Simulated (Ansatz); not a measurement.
# Sb2S3: the band gap up the ladder of functionals

The task here is to estimate one member of a computed series from the others.

Program: Ansatz 0.2.0. PAW datasets, plane waves. The values are computed, spin-unpolarised, and not measurements.

**The structure to begin with**

The cell was relaxed beforehand with r2SCAN+rVV10.

It is orthorhombic, Pnma (No. 62); conventional cell a = 11.474 Å, b = 3.842 Å, c = 11.206 Å, 24.70 Å³ an atom. Sb has 3 S at 2.47–2.68 Å; Sb has 3 S at 2.53–2.54 Å; S has 2 Sb at 2.54 Å; S has 1 Sb at 2.47 Å; S has 3 Sb at 2.53–2.68 Å.

The structure in full:

```cif
data_structure
_symmetry_space_group_name_H-M 'Pnma'
_symmetry_Int_Tables_number 62
_cell_length_a 11.4743
_cell_length_b 3.8417
_cell_length_c 11.2061
_cell_angle_alpha 90.000
_cell_angle_beta 90.000
_cell_angle_gamma 90.000
_cell_volume 493.97
loop_
_atom_site_label
_atom_site_type_symbol
_atom_site_symmetry_multiplicity
_atom_site_Wyckoff_symbol
_atom_site_fract_x
_atom_site_fract_y
_atom_site_fract_z
_atom_site_occupancy
Sb1 Sb 4 c 0.85245 0.75000 0.46513 1
Sb2 Sb 4 c 0.97117 0.25000 0.17340 1
S1 S 4 c 0.87599 0.75000 0.06092 1
S2 S 4 c 0.04957 0.75000 0.37744 1
S3 S 4 c 0.29528 0.25000 0.19091 1
```

The first run:

input.yaml reads:

```yaml
crystal:
  lattice:
    - [11.4742503611, 0.0, 0.0]
    - [0.0, 3.841650977, 0.0]
    - [0.0, 0.0, 11.2061015322]
  atoms:
    - { symbol: Sb, position: [0.8524507075, 0.75, 0.4651344503] }
    - { symbol: Sb, position: [0.1475492925, 0.25, 0.5348655497] }
    - { symbol: Sb, position: [0.6475492925, 0.25, 0.9651344503] }
    - { symbol: Sb, position: [0.3524507075, 0.75, 0.0348655497] }
    - { symbol: Sb, position: [0.9711746733, 0.25, 0.1734027053] }
    - { symbol: Sb, position: [0.0288253267, 0.75, 0.8265972947] }
    - { symbol: Sb, position: [0.5288253267, 0.75, 0.6734027053] }
    - { symbol: Sb, position: [0.4711746733, 0.25, 0.3265972947] }
    - { symbol: S, position: [0.8759922947, 0.75, 0.0609187025] }
    - { symbol: S, position: [0.1240077053, 0.25, 0.9390812975] }
    - { symbol: S, position: [0.6240077053, 0.25, 0.5609187025] }
    - { symbol: S, position: [0.3759922947, 0.75, 0.4390812975] }
    - { symbol: S, position: [0.0495693771, 0.75, 0.3774422728] }
    - { symbol: S, position: [0.9504306229, 0.25, 0.6225577272] }
    - { symbol: S, position: [0.4504306229, 0.25, 0.8774422728] }
    - { symbol: S, position: [0.5495693771, 0.75, 0.1225577272] }
    - { symbol: S, position: [0.2952777587, 0.25, 0.1909133329] }
    - { symbol: S, position: [0.7047222413, 0.75, 0.8090866671] }
    - { symbol: S, position: [0.2047222413, 0.75, 0.6909133329] }
    - { symbol: S, position: [0.7952777587, 0.25, 0.3090866671] }
kpoints:
  mp_grid: { grid: [2, 6, 2] }
  band_path:
    path:
      - [[0.0, 0.0, 0.0], [0.5, 0.0, 0.0], [0.5, 0.5, 0.0], [0.0, 0.5, 0.0], [0.0, 0.0, 0.0], [0.0, 0.0, 0.5], [0.5, 0.0, 0.5], [0.5, 0.5, 0.5], [0.0, 0.5, 0.5], [0.0, 0.0, 0.5]]
      - [[0.5, 0.0, 0.0], [0.5, 0.0, 0.5]]
      - [[0.0, 0.5, 0.0], [0.0, 0.5, 0.5]]
      - [[0.5, 0.5, 0.0], [0.5, 0.5, 0.5]]
    npoints: 10
hamiltonian:
  xc: pbe
scf:
  occupations: { method: fermi_dirac, width: 0.02 }
  n_extra_bands: 9
output:
  forces: true
  stress: true
  eigenvalues: true
  write_density: true
  write_potential: true
  elf: true
  volumetric_format: npy
```

Among the steps run: PBE band path; r2SCAN at the same geometry; HSE06 at the same geometry; PBE+SOC; Single point with PBE0.

One of the session's tables, all rows but one given; the rest of the session is left out.

```
  level  gap (eV)
    PBE         ?
 r2SCAN      1.50
  HSE06      1.82
PBE+SOC      1.26
   PBE0      2.44
```

**Question.** Estimate the row for PBE.

**Answer.** gap (eV): 1.31. In the column «gap (eV)» it lies between PBE+SOC (1.26) and r2SCAN (1.50).

Meshes: PBE 2×6×2, r2SCAN 2×6×2, HSE06 2×4×2, PBE+SOC 2×6×2, PBE0 2×4×2

The gap runs from 1.26 eV (PBE+SOC) to 2.44 eV (PBE0). PBE reaches 72 % of the HSE06 value, and r2SCAN 82 %. PBE0 lies 0.62 eV above HSE06, which differs from it by screening the long-range exchange.

Limits of these values: Warnings in the runs' records: stress scf threshold loose, stress exchange threshold loose.
